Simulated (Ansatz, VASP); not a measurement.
# ZrC (zincblende type (invented)) in two plane-wave programs, part 2 of 2

Wanted: the spread between two codes on one cell, functional and k mesh. The cell is generated by rule, not measured, and may not be a known phase. The cell is taken from a series of runs on this material, whose earlier steps may have relaxed, scaled, displaced or heated it; both programs get it as it stands.

VASP 6.6.1 and Ansatz 0.2.0.

So far: Set-up; Ansatz: relaxation of cell and atoms, PBE, pair 1; VASP: relaxation of cell and atoms, PBE, pair 1; Differences.

### Step 5. VASP: relaxation of cell and atoms, PBE, pair 2

Level of this step: PBE; plane waves and PAW (Zr_sv, C); invented cell (VASP).

The relaxed volume is the usual yardstick between codes: in a stiff, nearly cubic crystal its relative difference is about their pressure difference at one cell divided by the bulk modulus.

File INCAR:

```
SYSTEM = ZrC
PREC = Accurate
ENCUT = 600
EDIFF = 1E-07
NELM = 120
ISMEAR = 0
SIGMA = 0.02
LREAL = .FALSE.
ALGO = Normal
GGA = PE
NBANDS = 14
LASPH = .TRUE.
LORBIT = 11
LWAVE = .FALSE.
LCHARG = .FALSE.
ISIF = 3
IBRION = 2
NSW = 80
EDIFFG = -0.005
GGA_COMPAT = .FALSE.
NELMIN = 4
EFERMI = MIDGAP
KPAR = 2
```

File POSCAR:

```
ZrC
1.0
    0.0000000000      2.5444490000      2.5444490000
    2.5444490000      0.0000000000      2.5444490000
    2.5444490000      2.5444490000      0.0000000000
Zr C
1 1
Direct
    0.0000000000      0.0000000000      0.0000000000
    0.7500000983      0.7500000983      0.7500000983
```

File KPOINTS:

```
Automatic mesh
0
Gamma
12 12 12
0 0 0
```

Potentials, in the order of the species: Zr_sv and C (PBE family, release 64).

On the command line:

```bash
$ mpirun -np 2 vasp_std
```

Numbers of over 12 decimals in the logs are rounded to 6 here.

The log of the run:

```text
[... set-up lines as in an earlier step ...]
 entering main loop
       N       E                     dE             d eps       ncg     rms          rms(c)
DAV:   1     0.117759834728E+03    0.11776E+03   -0.91877E+03  2016   0.124E+03
DAV:   2    -0.163612616267E+02   -0.13412E+03   -0.12439E+03  2520   0.304E+02
DAV:   3    -0.226558325509E+02   -0.62946E+01   -0.62236E+01  3068   0.589E+01
DAV:   4    -0.228673410062E+02   -0.21151E+00   -0.21141E+00  2588   0.100E+01
[...]
DAV:  12    -0.182311797692E+02    0.38433E-05   -0.59782E-06  2684   0.218E-02    0.342E-03
DAV:  13    -0.182311794266E+02    0.34259E-06   -0.40982E-07  2534   0.521E-03    0.185E-03
DAV:  14    -0.182311794717E+02   -0.45067E-07   -0.28232E-08  1134   0.184E-03
   1 F= -.18231179E+02 E0= -.18231179E+02  d E =-.182312E+02
[...]
N       E                     dE             d eps       ncg     rms          rms(c)
DAV:   1    -0.182322338500E+02   -0.10544E-02   -0.32162E-02  2442   0.181E+00    0.383E-01
[...]
DAV:   8    -0.182311664571E+02    0.61226E-07   -0.51696E-09  1218   0.797E-04
   2 F= -.18231166E+02 E0= -.18231166E+02  d E =0.130146E-04
 trial-energy change:    0.000013  1 .order    0.000012   -0.000138    0.000161
 step:   0.4541(harm=  0.4614)  dis= 0.00000  next Energy=   -18.231211 (dE=-0.312E-04)
[...]
N       E                     dE             d eps       ncg     rms          rms(c)
DAV:   1    -0.182315283882E+02   -0.36187E-03   -0.96011E-03  2430   0.990E-01    0.209E-01
DAV:   2    -0.182312411267E+02    0.28726E-03   -0.66601E-04  2334   0.288E-01    0.588E-02
DAV:   3    -0.182311906600E+02    0.50467E-04   -0.31446E-04  3116   0.123E-01    0.263E-02
DAV:   4    -0.182311996781E+02   -0.90181E-05   -0.72326E-06  3156   0.195E-02    0.178E-02
DAV:   5    -0.182312076163E+02   -0.79382E-05   -0.44166E-06  3318   0.114E-02    0.549E-03
DAV:   6    -0.182312106070E+02   -0.29908E-05   -0.28495E-06  3370   0.983E-03    0.167E-03
DAV:   7    -0.182312107968E+02   -0.18977E-06   -0.55305E-08  1310   0.272E-03    0.175E-04
DAV:   8    -0.182312108291E+02   -0.32324E-07   -0.64165E-09  1032   0.949E-04
   3 F= -.18231211E+02 E0= -.18231211E+02  d E =-.313574E-04
[...]
reached required accuracy - stopping structural energy minimisation
```

From OUTCAR (step 5):

```text
  Total        0.0008964      0.0008964      0.0008964     -0.0000000     -0.0000000      0.0000000
  in kB        0.0435288      0.0435288      0.0435288     -0.0000000     -0.0000000      0.0000000
  external PRESSURE =       0.0435288 kB  Pullay stress =       0.0000000 kB

 POSITION                                       TOTAL-FORCE (eV/Angst)
 -----------------------------------------------------------------------------------
      0.00000      0.00000      0.00000         0.000000      0.000000      0.000000
      3.81850      3.81850      3.81850        -0.000000     -0.000000     -0.000000
 -----------------------------------------------------------------------------------
    total drift:                               -0.000144     -0.000144     -0.000144

  FREE ENERGIE OF THE ION-ELECTRON SYSTEM (eV)
  ---------------------------------------------------
  free  energy   TOTEN  =       -18.2312108291 eV

  energy  without entropy=      -18.2312108291  energy(sigma->0) =      -18.23121083

[... 2 parts as in an earlier step ...]

[... 2 further parts left out ...]
[key lines of the parts left out:]
E-fermi :   6.8033
```

### Step 6. Ansatz: relaxation of cell and atoms, PBE, pair 2

The same cell, functional, mesh and smearing now go to Ansatz, which takes its cutoff from its data sets.

The cell is taken from a series of runs on this material, whose earlier steps may have relaxed, scaled, displaced or heated it; both programs get it as it stands.

File input.yaml:

```yaml
crystal:
  lattice:
    - [0.0, 2.544449407, 2.544449407]
    - [2.544449407, 0.0, 2.544449407]
    - [2.544449407, 2.544449407, 0.0]
  atoms:
    - { symbol: Zr, position: [0.0, 0.0, 0.0] }
    - { symbol: C, position: [0.75, 0.75, 0.75] }
kpoints:
  mp_grid: { grid: [12, 12, 12] }
hamiltonian:
  xc: pbe
scf:
  occupations: { method: gaussian, width: 0.02 }
output:
  forces: true
  stress: true
  eigenvalues: true
  write_density: true
  write_potential: true
  elf: true
  volumetric_format: npy
relax:
  adjacent_minimum: "off"
  f_tol: 0.005
  max_steps: 80
  cell: { stress_tol: 0.05 }
```

On the command line:

```bash
$ ansatz run input.yaml --threads 2 --pin off --max-ram 5120MiB --backend cpu --events-out ev --progress --plain --runs-dir out
```

The log of the run:

```text
[...]
Crystal: 2 atoms, lattice volume = 32.947 Å³
Basis set: ecut = 420 eV, 645 PW (Γ), exchange–correlation on 50×50×50 points (8 copies of the dense FFT grid, shifted against one another)
Bands: 12, of which v1, the nominal top of the filled ones, is band 8 counted from 1 (7 counted from 0)
Symmetry: 24 space group operations
[...]
k-points: 72 of 1728 (time reversal used)
[...]
k-point 71: bands = [... 4 lower, 2.5439, 8.0876, 9.3522, 10.6463, 11.2148, 13.7242, 15.2665, 16.4724]
--- Relaxed structure (3 steps of the walk, 3 accepted, 1 SCFs on fresh bases) ---
[...]
cell:  # Å, volume = 32.9788 Å³
    - [0, 2.545275, 2.545275]
    - [2.545275, 0, 2.545275]
    - [2.545275, 2.545275, 0]
  atoms:
    - { symbol: Zr, position: [0, 0, 0] }
    - { symbol: C, position: [0.750000, 0.750000, 0.750000] }
[key lines of the parts left out:]
SCF converged after 8 iterations
Free energy (F): -4435.260025 eV
Fermi energy:    10.950743 eV
P = ⅓ Tr σ = 0.0012 GPa (0.012 kbar)
```

### Step 7. Side by side

Compared:

```csv
quantity,Ansatz,VASP,difference
volume (Å³),32.98,32.99,-0.05 %
"edge a after relaxation, in the typed setting (Å)",3.600,3.600,-0.01 %
```

### Step 8. VASP: zone-centre phonons, PBE

Second derivatives magnify differences that forces hide, and they need a tight electronic threshold.

File INCAR:

```
SYSTEM = ZrC
PREC = Accurate
ENCUT = 600
EDIFF = 1E-08
NELM = 120
ISMEAR = 0
SIGMA = 0.01
LREAL = .FALSE.
ALGO = Normal
GGA = PE
NBANDS = 14
LASPH = .TRUE.
LORBIT = 11
LWAVE = .FALSE.
LCHARG = .FALSE.
ISIF = 2
IBRION = 8
LEPSILON = .TRUE.
GGA_COMPAT = .FALSE.
EFERMI = MIDGAP
KPAR = 2
```

File POSCAR:

```
ZrC
1.0
    0.0000000000      2.5452753971      2.5452753971
    2.5452753971      0.0000000000      2.5452753971
    2.5452753971      2.5452753971      0.0000000000
Zr C
1 1
Direct
    0.0000000000      0.0000000000      0.0000000000
    0.7500000000      0.7500000000      0.7500000000
```

KPOINTS is that of step 5.

On the command line:

```bash
$ mpirun -np 2 vasp_std
```

The log of the run:

```text
[... set-up lines as in an earlier step ...]
 entering main loop
       N       E                     dE             d eps       ncg     rms          rms(c)
DAV:   1     0.119486208227E+03    0.11949E+03   -0.92695E+03  2016   0.125E+03
DAV:   2    -0.163880818441E+02   -0.13587E+03   -0.12569E+03  2532   0.305E+02
DAV:   3    -0.226279373900E+02   -0.62399E+01   -0.61653E+01  3000   0.588E+01
DAV:   4    -0.228683683063E+02   -0.24043E+00   -0.24032E+00  2624   0.999E+00
[...]
DAV:  13    -0.182312210352E+02    0.35220E-06   -0.42977E-07  2722   0.536E-03    0.181E-03
DAV:  14    -0.182312210871E+02   -0.51951E-07   -0.33292E-08  2294   0.184E-03    0.494E-04
DAV:  15    -0.182312210901E+02   -0.29852E-08   -0.25395E-09  1152   0.495E-04
   1 F= -.18231221E+02 E0= -.18231221E+02  d E =0.000000E+00
 Linear response reoptimize wavefunctions to high precision
DAV:   1    -0.182312210991E+02   -0.89753E-08   -0.38724E-10  1680   0.159E-04
DAV:   2    -0.182312210991E+02    0.13642E-10   -0.57733E-11  1074   0.579E-05
 Linear response G [H, r] |phi>, progress :
  Direction:   1
[...]
RMM:  15    -0.662600762752E+00   -0.58700E-07    0.24716E-07 20531   0.404E-04    0.122E-04
 first order change of Fermi-energy   0.37242E+00
 force on displaced ion       1 direction 1 : -10.327   0.000   0.000
 Born effective charge ion    1 direction 1 :   4.448   0.000   0.000
 Linear response progress:
  Degree of freedom:   2/  2
       N       E                     dE             d eps       ncg     rms          rms(c)
RMM:   1    -0.126260432001E+00   -0.12626E+00   -0.43507E-03 18807   0.179E+00
RMM:   2    -0.122209766145E+00    0.40507E-02   -0.43205E-03 15229   0.364E-01    0.255E-01
RMM:   3    -0.122401646767E+00   -0.19188E-03   -0.17108E-03 15074   0.236E-01    0.122E-01
RMM:   4    -0.123392389832E+00   -0.99074E-03   -0.77119E-04 15223   0.164E-01    0.265E-02
[...]
RMM:  12    -0.123448842710E+00    0.54793E-07   -0.19279E-07 20051   0.937E-05    0.605E-06
RMM:  13    -0.123448869615E+00   -0.26905E-07   -0.28473E-08 19826   0.492E-05    0.128E-06
RMM:  14    -0.123448865038E+00    0.45766E-08   -0.15631E-08 19723   0.283E-05    0.651E-07
 first order change of Fermi-energy  -0.37234E+00
 force on displaced ion       2 direction 1 : -10.314  -0.000  -0.000
 Born effective charge ion    2 direction 1 :  -4.452   0.000   0.000
 Born effective charges drift removed
 Linear response finished
```

OUTCAR, selected parts (step 8):

```text
  Total        0.0145766      0.0145766      0.0145766      0.0000000      0.0000000      0.0000000
  in kB        0.7081611      0.7081611      0.7081611      0.0000000      0.0000000      0.0000000
  external PRESSURE =       0.7081611 kB  Pullay stress =       0.0000000 kB

 POSITION                                       TOTAL-FORCE (eV/Angst)
 -----------------------------------------------------------------------------------
      0.00000      0.00000      0.00000         0.000000      0.000000      0.000000
      3.81791      3.81791      3.81791        -0.000000     -0.000000     -0.000000
 -----------------------------------------------------------------------------------
    total drift:                               -0.000000     -0.000000     -0.000000

 MACROSCOPIC STATIC DIELECTRIC TENSOR (including local field effects in DFT)
 ------------------------------------------------------
          28.403424     0.000000     0.000000
           0.000000    28.403424    -0.000000
           0.000000    -0.000000    28.403424
 ------------------------------------------------------

 MACROSCOPIC STATIC DIELECTRIC TENSOR IONIC CONTRIBUTION
 ------------------------------------------------------
          10.572618    -0.000000    -0.000000
          -0.000000    10.572618     0.000000
          -0.000000     0.000000    10.572618
 ------------------------------------------------------

[... 1 part as in an earlier step ...]

[... 1 further part left out ...]
```

With a direct gap this small, the dielectric response converges slowly with the mesh, so tensor and charges are uncertain; a mesh that holds the point of the least gap tends to give too large a tensor.

### Step 9. Ansatz: zone-centre phonons, PBE

The same cell, functional and mesh now go to Ansatz, which takes its cutoff from its data sets.

The cell is taken from a series of runs on this material, whose earlier steps may have relaxed, scaled, displaced or heated it; both programs get it as it stands.

File input.yaml:

```yaml
crystal:
  lattice:
    - [0.0, 2.5452753971, 2.5452753971]
    - [2.5452753971, 0.0, 2.5452753971]
    - [2.5452753971, 2.5452753971, 0.0]
  atoms:
    - { symbol: Zr, position: [0.0, 0.0, 0.0] }
    - { symbol: C, position: [0.75, 0.75, 0.75] }
kpoints:
  mp_grid: { grid: [12, 12, 12] }
hamiltonian:
  xc: pbe
scf:
  occupations: { method: fixed }
output:
  eigenvalues: true
phonons:
  method: dfpt
  dielectric: true
  rigid_motions: translations
```

On the command line:

```bash
$ ansatz run input.yaml --threads 2 --pin off --max-ram 5120MiB --backend cpu --events-out ev --progress --plain --runs-dir out
```

The log of the run:

```text
[...]
Crystal: 2 atoms, lattice volume = 32.979 Å³
Basis set: ecut = 420 eV, 645 PW (Γ), exchange–correlation on 50×50×50 points (8 copies of the dense FFT grid, shifted against one another)
Bands: 12, of which v1, the nominal top of the filled ones, is band 8 counted from 1 (7 counted from 0)
Symmetry: 24 space group operations
k-points: 280 of 1728 (irreducible under 4 space group operations, time reversal used)
[...]
optical modes at Γ + LO–TO along q̂ = [1.0000, 0.0000, 0.0000]:
      ω (cm⁻¹)  modes    IR ((D/Å)²/amu)
[...]
optical modes at Γ + LO–TO along q̂ = [0.0000, 1.0000, 0.0000]:
      ω (cm⁻¹)  modes    IR ((D/Å)²/amu)
        512.33      2            85.1020
        598.26      1            42.5510
  optical modes at Γ + LO–TO along q̂ = [0.0000, 0.0000, 1.0000]:
      ω (cm⁻¹)  modes    IR ((D/Å)²/amu)
        512.33      2            85.1020
        598.26      1            42.5510
[key lines of the parts left out:]
SCF converged after 8 iterations
Free energy (F): -4435.260025 eV
Fermi energy:    10.705994 eV
```

### Step 10. Comparison

What differs besides the data sets and the points named for the pairs above, as far as they apply: VASP's response is taken on the typed mesh, Ansatz refines its own for the field response alone. Total energies have different zeros and are not compared.

The two programs side by side:

```csv
quantity,Ansatz,VASP,difference
ε∞ xx,28.84,28.40,+1.52 %
ε∞ yy,28.84,28.40,+1.52 %
ε∞ zz,28.84,28.40,+1.52 %
Born charge of Zr1 (mean of the diagonal) (e),4.42,4.46,-0.03
Born charge of C2 (mean of the diagonal) (e),-4.42,-4.46,+0.03
optical mode 1 to 3 (cm⁻¹),512.3,514.1,-0.34 %
```

Modes are paired by rising frequency, not by their patterns, so a pair may set unlike modes beside each other; they are those without the splitting of longitudinal modes.

### Step 11. Results

- difference in volume (relaxation of cell and atoms, PBE, pair 1): -0.048 %
- difference in volume (relaxation of cell and atoms, PBE, pair 2): -0.046 %
- r.m.s. difference of the optical zone-centre modes, each program's sorted by frequency (zone-centre phonons, PBE): 1.8 cm⁻¹
- difference in ε∞ xx (zone-centre phonons, PBE): +1.5 %

In words: The difference in volume is -0.048 % (relaxation of cell and atoms, PBE, pair 1), within the 1.2 % picked in this series as the mark of a large difference, as far as the stopping tolerances let one tell. Among the rows given in per cent, the largest difference of the zone-centre phonons, PBE pair is in ε∞ xx, +1.5 %. 1 further run of this series is not shown here. Such differences can come from data sets, numerical settings and the points named under the comparisons, not from the functional's error against experiment.

[Lines on the potential files, build, host, timing and source positions are cut from VASP's logs without a mark.]

[Logs are printed without paths, hosts, clocks, repeated set-up lines and the standing remarks that a program may print on its own settings, such as how far it seeks lower states.]

[Hosts, paths, dates, database ids (printed as entryN), source tags and the programs' standing remarks are cut or masked in the printed files.]
